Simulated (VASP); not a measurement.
# Ir (P6_3/mmc) in VASP: notebook

Runs on Ir. Level: PBE. Tasks: single point.

All numbers are computed with VASP 6.6.1; they aren't measurements. Logs are shortened: lines on timing, memory, paths and dates and some standing lists are left out, and cuts for length are marked.

**1. Starting point**

Symmetry: P6_3/mmc, No. 194, hexagonal system. Conventional cell: a = 2.751 Å, b = 2.751 Å, c = 4.462 Å, α = 90.00°, β = 90.00°, γ = 120.00°. Ir (site symmetry -6m2) has 12 Ir at 2.74 to 2.75 Å as nearest neighbours.

This isn't the form of Ir at room conditions, which is fcc.

**2. Single point, PBE**

The input, INCAR:

```
SYSTEM = Ir
ADDGRID = .FALSE. ; ALGO = Normal
EDIFF = 1E-6 ; ENCUT = 460
GGA = PE ; ISIF = 2
ISMEAR = 0 ; LASPH = .TRUE.
LCHARG = .FALSE. ; LREAL = .FALSE.
LWAVE = .FALSE. ; NELM = 100
PREC = Low ; SIGMA = 0.2
```

The input, KPOINTS:

```
k-points
0
G
  7 7 4
  0 0 0
```

The input, POSCAR:

```
Ir
1.0
    2.7513778946      0.0000000000      0.0000000000
   -1.3756889473      2.3827631521      0.0000000000
    0.0000000000      0.0000000000      4.4622900000
Ir
2
Direct
    0.3333333333      0.6666666667      0.2500000000
    0.6666666667      0.3333333333      0.7500000000
```

Potentials or basis: VASP PAW PBE potentials, release 64 (Ir).

Started as:

```bash
$ cat potpaw_PBE.64/Ir/POTCAR > POTCAR
$ mpirun -np 1 vasp_std > vasp.out
```

OUTCAR:

```text
SYSTEM = Ir
   EDIFF = 1E-6
   ENCUT = 460
   GGA = PE
   ISIF = 2
   ISMEAR = 0
   LASPH = .TRUE.
   LREAL = .FALSE.
   NELM = 100
   PREC = Low

 Found     24 irreducible k-points:

 Following reciprocal coordinates:
            Coordinates               Weight
  0.000000  0.000000  0.000000      1.000000
  0.142857  0.000000  0.000000      6.000000
  0.285714 -0.000000  0.000000      6.000000
  0.428571 -0.000000  0.000000      6.000000
  0.142857  0.142857  0.000000      6.000000
  0.285714  0.142857  0.000000     12.000000
   k-points           NKPTS =     24   k-points in BZ     NKDIM =     24   number of bands    NBANDS=     13
   number of dos      NEDOS =    301   number of ions     NIONS =      2
   total plane-waves  NPLWV =   4704
   dimension x,y,z NGX =    14 NGY =   14 NGZ =   24
   dimension x,y,z NGXF=    14 NGYF=   14 NGZF=   24
   ions per type =               2
   NGX,Y,Z   is equivalent  to a cutoff of   8.46,  8.46,  8.94 a.u.
   NGXF,Y,Z  is equivalent  to a cutoff of   8.46,  8.46,  8.94 a.u.
 SYSTEM =  Ir
   PREC   = low       normal or accurate (medium, high low for compatibility)
   ISTART =      0    job   : 0-new  1-cont  2-samecut
   ICHARG =      2    charge: 1-file 2-atom 10-const
   ISPIN  =      1    spin polarized calculation?
   LNONCOLLINEAR =      F non collinear calculations
   LSORBIT =      F    spin-orbit coupling
   LASPH  =      T    aspherical Exc in radial PAW
   ENCUT  =  460.0 eV  33.81 Ry    5.81 a.u.   4.81  4.81  7.80*2*pi/ulx,y,z
   NELM   =    100;   NELMIN=  2; NELMDL= -5     # of ELM steps
   EDIFF  = 0.1E-05   stopping-criterion for ELM
   LREAL  =      F    real-space projection
   EDIFFG = 0.1E-04   stopping-criterion for IOM
   NSW    =      0    number of steps for IOM
   IBRION =     -1    ionic relax: 0-MD 1-quasi-New 2-CG
   NFREE  =      0    steps in history (QN), initial steepest desc. (CG)
   ISIF   =      2    stress and relaxation
   ISYM   =      2    0-nonsym 1-usesym 2-fastsym
   POTIM  = 0.5000    time-step for ionic-motion
   TEBEG  =    0.0;   TEEND  =   0.0 temperature during run
   PSTRESS=    0.0 pullay stress
   NELECT =      18.0000    total number of electrons
   NUPDOWN=      -1.0000    fix difference up-down
   EMIN   =  10.00;   EMAX   =-10.00  energy-range for DOS
   EFERMI =   0.00;   METHOD = LEGACY
   ISMEAR =     0;   SIGMA  =   0.20  broadening in eV -4-tet -1-fermi 0-gaus
   EFERMI_NEDOS =   21; number of points for ismear=-14 and -15
   IALGO  =     38    algorithm
   IMIX   =      4    mixing-type and parameters
     AMIX     =   0.40;   BMIX     =  1.00
     AMIX_MAG =   1.60;   BMIX_MAG =  1.00
  volume/ion in A,a.u.               =      14.63        98.71
  Fermi-wavevector in a.u.,A,eV,Ry     =   1.392417  2.631287 26.379323  1.938826
  Thomas-Fermi vector in A             =   2.516162
   LORBIT       =      0    0 simple, 1 ext, 2 COOP (PROOUT), +10 PAW based schemes
   GGA     = PE    functional components
   LHFCALC =     F    Hartree Fock is set to
   AEXX    =    0.0000 exact exchange contribution
   IVDW    =     0    specifies the selected vdW correction
   LEPSILON=     F    determine dielectric tensor
   LRPA    =     F    only Hartree local field effects (RPA)
 non-spin polarized calculation
 Gauss-broadening in eV      SIGMA  =   0.20
  energy-cutoff  :      460.00
  volume of cell :       29.25
 maximum number of plane-waves:       672
   NGX =  9   NGY =  9   NGZ = 15

 number of electron      17.9999710 magnetization

 Free energy of the ion-electron system (eV)
  ---------------------------------------------------
  ext. energy  EPLUGINS =         0.00000000
  ---------------------------------------------------
  free energy    TOTEN  =       -17.67011537 eV

  energy without entropy =      -17.65106267  energy(sigma->0) =      -17.66058902

 E-fermi :  10.0051     XC(G=0): -13.7899

 val. band max:        9.7999324053   @ k =   0.1429   0.0000   0.5000
 cond. band min:      10.0603479585   @ k =   0.2857   0.1429   0.0000
 fundamental gap:      0.2604155532
 Fermi energy:        10.0050859937

 k-point     1 :       0.0000    0.0000    0.0000
  band No.  band energies     occupation
      1      -0.9274      2.00000
      2       2.0998      2.00000
      3       6.1983      2.00000
      4       6.2726      2.00000
      5       6.2726      2.00000
      6       6.8955      2.00000
      7       6.8955      2.00000
      8       7.6922      2.00000
      9       7.6922      2.00000
     10       9.2280      2.00000
     11      10.2186      0.13109
     12      10.2186      0.13108
     13      16.7370      0.00000

 k-point     2 :       0.1429    0.0000    0.0000
  band No.  band energies     occupation
      1      -0.1795      2.00000
      2       2.7278      2.00000
      3       5.4661      2.00000
      4       6.4816      2.00000
      5       6.5513      2.00000
      6       6.9035      2.00000
      7       7.0091      2.00000
      8       7.2764      2.00000
      9       7.4829      2.00000
     10       7.7172      2.00000
     11      10.4436      0.00193
     12      13.1062      0.00000
     13      16.6198      0.00000

 k-point     3 :       0.2857   -0.0000    0.0000
  band No.  band energies     occupation
      1       1.5768      2.00000
      2       3.2969      2.00000
      3       4.5845      2.00000
      4       5.3677      2.00000
      5       6.2020      2.00000
      6       6.5560      2.00000
      7       7.0420      2.00000
      8       8.5155      2.00000
      9       8.5794      2.00000
     10       9.0161      2.00000
     11      10.7351      0.00000
     12      16.4012      0.00000
     13      16.6310      0.00000

 k-point     4 :       0.4286   -0.0000    0.0000
  band No.  band energies     occupation
      1       2.6422      2.00000
      2       2.8436      2.00000
      3       3.5082      2.00000
      4       6.0894      2.00000
      5       6.3127      2.00000
      6       6.6123      2.00000
      7       7.0275      2.00000
      8      10.3148      0.02853
      9      10.6722      0.00000
     10      10.8596      0.00000
     11      11.3596      0.00000
     12      15.9483      0.00000
     13      17.2648      0.00000

 k-point     5 :       0.1429    0.1429    0.0000
  band No.  band energies     occupation
      1       1.1405      2.00000
      2       3.6303      2.00000
      3       4.7744      2.00000
      4       5.1542      2.00000
      5       6.2038      2.00000
      6       6.3607      2.00000
      7       7.4987      2.00000
      8       7.5130      2.00000
      9       8.2469      2.00000
     10       8.8826      2.00000
     11      10.5387      0.00016
     12      15.7927      0.00000
     13      16.4613      0.00000

 k-point     6 :       0.2857    0.1429    0.0000
  band No.  band energies     occupation
      1       2.8454      2.00000
      2       3.5803      2.00000
      3       3.8880      2.00000
      4       5.1474      2.00000
      5       5.8861      2.00000
      6       6.6531      2.00000
      7       6.8685      2.00000
      8       8.7770      2.00000
      9      10.0603      0.69597
     10      10.5787      0.00005
     11      11.1632      0.00000
     12      16.9002      0.00000
     13      18.3571      0.00000

 [... further k-points ...]

------------------------ aborting loop because EDIFF is reached ----------------------------------------

  FORCE on cell =-STRESS in cart. coord.  units (eV):
  Direction    XX          YY          ZZ          XY          YZ          ZX
  --------------------------------------------------------------------------------------
  -------------------------------------------------------------------------------------
  Total       -0.6828496     -0.6828496      0.2432356     -0.0000000     -0.0000000      0.0000000
  in kB      -37.3978588    -37.3978588     13.3213695     -0.0000000     -0.0000000      0.0000000
  external PRESSURE =     -20.4914494 kB  Pullay stress =       0.0000000 kB

 VOLUME and BASIS-vectors are now :
 -----------------------------------------------------------------------------
  energy-cutoff  :      460.00
  volume of cell :       29.25
      direct lattice vectors                 reciprocal lattice vectors
     2.751377895  0.000000000  0.000000000     0.363454254  0.209840411  0.000000000
    -1.375688947  2.382763152  0.000000000     0.000000000  0.419680823  0.000000000
     0.000000000  0.000000000  4.462290000     0.000000000  0.000000000  0.224100182

 POSITION                                       TOTAL-FORCE (eV/Angst)
 -----------------------------------------------------------------------------------
     -0.00000      1.58851      1.11557         0.000000      0.000000      0.000000
      1.37569      0.79425      3.34672        -0.000000     -0.000000      0.000000
 -----------------------------------------------------------------------------------
    total drift:                                0.000000     -0.000000     -0.000000

  FREE ENERGIE OF THE ION-ELECTRON SYSTEM (eV)
  ---------------------------------------------------
  free  energy   TOTEN  =       -17.6701153658 eV

  energy  without entropy=      -17.6510626661  energy(sigma->0) =      -17.66058902
```

Run time: 4.4 s. Hardware: 1 thread of Intel Xeon Platinum 8375C at 2.90GHz (Ice Lake), shared host; peak memory 0.11 GiB.

These settings aren't checked as converged: the numbers below hold their error.

What came out:

* Free energy: -17.6701 eV
* Pressure: -2.0 GPa
* Band gap on the k mesh: none (metal or under the smearing width)

Caveat: the k mesh is coarse (spacing up to 0.38 Å⁻¹), so the values aren't converged.

**3. Single point, PBE**

INCAR is that of step 2.

KPOINTS is that of step 2.

The input, POSCAR:

```
Ir
1.0
    2.7513778946      0.0000000000      0.0000000000
   -1.3756889473      2.3827631521      0.0000000000
    0.0000000000      0.0000000000      4.4622900000
Ir
2
Direct
    0.3583140000      0.6617470000      0.2121330000
    0.6598720000      0.3587530000      0.7691070000
```

Potentials or basis: VASP PAW PBE potentials, release 64 (Ir).

Started as:

```bash
$ cat potpaw_PBE.64/Ir/POTCAR > POTCAR
$ mpirun -np 1 vasp_std > vasp.out
```

Wall time 11 s (1 thread of Intel Xeon Platinum 8375C at 2.90GHz (Ice Lake), shared host); peak memory 0.12 GiB.

These settings aren't checked as converged: the numbers below hold their error.

Results:

```yaml
Free_energy: -17.1230 eV
Pressure: 12.1 GPa
Largest_force: 3.980 eV/Å
Band_gap_on_the_k_mesh: none (metal or under the smearing width)
```

Caveat: the k mesh is coarse (spacing up to 0.38 Å⁻¹), so the values aren't converged.

**4. Single point, PBE**

INCAR, as its differences from that of step 3:

```diff
@@ -7,2 +7,2 @@
 LWAVE = .FALSE. ; NELM = 100
-PREC = Low ; SIGMA = 0.2
+PREC = Normal ; SIGMA = 0.2
```

KPOINTS is that of step 3.

The input, POSCAR:

```
Ir
1.0
    2.7513778946      0.0000000000      0.0000000000
   -1.3756889473      2.3827631521      0.0000000000
    0.0000000000      0.0000000000      4.4622900000
Ir
2
Direct
    0.3333333333      0.6666666667      0.2500000000
    0.6666666667      0.3333333333      0.7500000000
```

Potentials or basis: VASP PAW PBE potentials, release 64 (Ir).

Started as:

```bash
$ cat potpaw_PBE.64/Ir/POTCAR > POTCAR
$ mpirun -np 1 vasp_std > vasp.out
```

OUTCAR:

```text
SYSTEM = Ir
   EDIFF = 1E-6
   ENCUT = 460
   GGA = PE
   ISIF = 2
   ISMEAR = 0
   LASPH = .TRUE.
   LREAL = .FALSE.
   NELM = 100
   PREC = Normal

 Found     24 irreducible k-points:

 Following reciprocal coordinates:
            Coordinates               Weight
  0.000000  0.000000  0.000000      1.000000
  0.142857  0.000000  0.000000      6.000000
  0.285714 -0.000000  0.000000      6.000000
  0.428571 -0.000000  0.000000      6.000000
  0.142857  0.142857  0.000000      6.000000
  0.285714  0.142857  0.000000     12.000000
   k-points           NKPTS =     24   k-points in BZ     NKDIM =     24   number of bands    NBANDS=     13
   number of dos      NEDOS =    301   number of ions     NIONS =      2
   total plane-waves  NPLWV =   4704
   dimension x,y,z NGX =    14 NGY =   14 NGZ =   24
   dimension x,y,z NGXF=    28 NGYF=   28 NGZF=   48
   ions per type =               2
   NGX,Y,Z   is equivalent  to a cutoff of   8.46,  8.46,  8.94 a.u.
   NGXF,Y,Z  is equivalent  to a cutoff of  16.92, 16.92, 17.88 a.u.
 SYSTEM =  Ir
   PREC   = normal    normal or accurate (medium, high low for compatibility)
   ISTART =      0    job   : 0-new  1-cont  2-samecut
   ICHARG =      2    charge: 1-file 2-atom 10-const
   ISPIN  =      1    spin polarized calculation?
   LNONCOLLINEAR =      F non collinear calculations
   LSORBIT =      F    spin-orbit coupling
[... 69 lines left out ...]
      9       7.6922      2.00000
     10       9.2279      2.00000
     11      10.2186      0.13105
     12      10.2186      0.13105
     13      16.7369      0.00000
[... 66 lines left out ...]
  band No.  band energies     occupation
      1       2.8454      2.00000
      2       3.5802      2.00000
      3       3.8879      2.00000
      4       5.1473      2.00000
      5       5.8861      2.00000
      6       6.6530      2.00000
      7       6.8684      2.00000
      8       8.7770      2.00000
      9      10.0603      0.69603
     10      10.5787      0.00005
     11      11.1631      0.00000
     12      16.9002      0.00000
     13      18.3571      0.00000

 [... further k-points ...]

------------------------ aborting loop because EDIFF is reached ----------------------------------------

  FORCE on cell =-STRESS in cart. coord.  units (eV):
  Direction    XX          YY          ZZ          XY          YZ          ZX
  --------------------------------------------------------------------------------------
  -------------------------------------------------------------------------------------
  Total       -0.6806748     -0.6806748      0.2425097     -0.0000000      0.0000000      0.0000000
  in kB      -37.2787505    -37.2787505     13.2816123     -0.0000000      0.0000000      0.0000000
  external PRESSURE =     -20.4252962 kB  Pullay stress =       0.0000000 kB

 VOLUME and BASIS-vectors are now :
 -----------------------------------------------------------------------------
  energy-cutoff  :      460.00
  volume of cell :       29.25
      direct lattice vectors                 reciprocal lattice vectors
     2.751377895  0.000000000  0.000000000     0.363454254  0.209840411  0.000000000
    -1.375688947  2.382763152  0.000000000     0.000000000  0.419680823  0.000000000
     0.000000000  0.000000000  4.462290000     0.000000000  0.000000000  0.224100182

 POSITION                                       TOTAL-FORCE (eV/Angst)
 -----------------------------------------------------------------------------------
     -0.00000      1.58851      1.11557         0.000000      0.000000      0.000000
      1.37569      0.79425      3.34672         0.000000      0.000000      0.000000
 -----------------------------------------------------------------------------------
    total drift:                                0.000000     -0.000000     -0.000000

  FREE ENERGIE OF THE ION-ELECTRON SYSTEM (eV)
  ---------------------------------------------------
  free  energy   TOTEN  =       -17.6704183161 eV

  energy  without entropy=      -17.6513659172  energy(sigma->0) =      -17.66089212
```

OSZICAR:

```text
N       E                     dE             d eps       ncg     rms          rms(c)
DAV:   1     0.141849153700E+03    0.14185E+03   -0.81782E+03   624   0.127E+03
DAV:   2    -0.126213597013E+02   -0.15447E+03   -0.14138E+03   654   0.353E+02
DAV:   3    -0.186781157878E+02   -0.60568E+01   -0.56937E+01   776   0.792E+01
DAV:   4    -0.187775123877E+02   -0.99397E-01   -0.98848E-01   674   0.891E+00
DAV:   5    -0.187795045237E+02   -0.19921E-02   -0.19919E-02   729   0.126E+00    0.200E+01
DAV:   6    -0.178484986438E+02    0.93101E+00   -0.15454E+00   719   0.173E+01    0.814E+00
DAV:   7    -0.176820224011E+02    0.16648E+00   -0.47658E-01   764   0.918E+00    0.202E+00
DAV:   8    -0.176742705611E+02    0.77518E-02   -0.45839E-03   654   0.686E-01    0.105E+00
DAV:   9    -0.176704037784E+02    0.38668E-02   -0.46736E-03   704   0.100E+00    0.396E-02
DAV:  10    -0.176704130796E+02   -0.93012E-05   -0.24135E-05   816   0.467E-02    0.102E-02
DAV:  11    -0.176704180393E+02   -0.49597E-05   -0.23511E-06   636   0.141E-02    0.220E-03
DAV:  12    -0.176704183161E+02   -0.27684E-06   -0.12807E-07   357   0.445E-03
   1 F= -.17670418E+02 E0= -.17660892E+02  d E =-.190524E-01
```

stdout:

```text
POSCAR found type information on POSCAR Ir
 POSCAR found :  1 types and       2 ions
 scaLAPACK will be used
 LDA part: xc-table for (Slater+PW92), standard interpolation
 POSCAR, INCAR and KPOINTS ok, starting setup
 FFT: planning ... GRIDC
 FFT: planning ... GRID_SOFT
 FFT: planning ... GRID
 WAVECAR not read
 entering main loop
```

Wall time 4.4 s (1 thread of Intel Xeon Platinum 8375C at 2.90GHz (Ice Lake), shared host); peak memory 0.11 GiB.

The run converged, but some of its settings lie outside the range that counts as converged, so its numbers aren't taken as properties of the crystal.

What came out:

| Quantity | Value |
| --- | --- |
| Free energy | -17.6704 eV |
| Pressure | -2.0 GPa |
| Band gap on the k mesh | none (metal or under the smearing width) |

Caveat: the k mesh is coarse (spacing up to 0.38 Å⁻¹), so the values aren't converged.

(Continued in part 2 of 2.)
